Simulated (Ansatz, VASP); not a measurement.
CoO: VASP beside Ansatz

```
CELL_PARAMETERS angstrom
-1.50800 1.50800 2.10725
1.50800 -1.50800 2.10725
1.50800 1.50800 -2.10725
ATOMIC_POSITIONS crystal
Co 0.00000 0.00000 0.00000
O 0.50000 0.50000 0.00000
```

Change from the starting cell: strain = 0.0.

Alike in both runs: task relaxation of the atoms; functional PBE; k mesh 9 × 9 × 9; occupations fermi-dirac, width 0.05 eV; collinear spin, ferromagnetic start.

|  | VASP | Ansatz |
| --- | --- | --- |
| version | VASP 6.6.1 | Ansatz 0.2.0 |
| potentials or method | VASP PAW PBE potentials, release 64 (Co, O) | Ansatz PAW |
| plane-wave cutoff (eV) | 520 | 420 |
| valence electrons in the cell | 15 | 23 |

VASP gave:

| Item | Value |
| --- | --- |
| gap on the k mesh at the Fermi level, each at its own relaxed structure (eV) | none |
| net moment per atom (μB) | 1.42 |
| size of the moment on the site where the two differ most (μB) | 2.51 |

Estimate Ansatz's values.

gap on the k mesh at the Fermi level, each at its own relaxed structure (eV): none; net moment per atom (μB): 1.44; size of the moment on the site where the two differ most (μB): 2.45.

Site moments also hang on the region over which each program counts them. A gap of «none» marks a metal or a gap that the smearing closes. The two sets of potentials don't hold the same shells in valence.

Caveats: the relaxation stopped at its first step, so nothing moved; a cell with one magnetic atom can't hold antiferromagnetic order, which such compounds often take; semilocal functionals often make such compounds metallic where correlation or magnetic order opens a gap, which also shifts bond lengths.
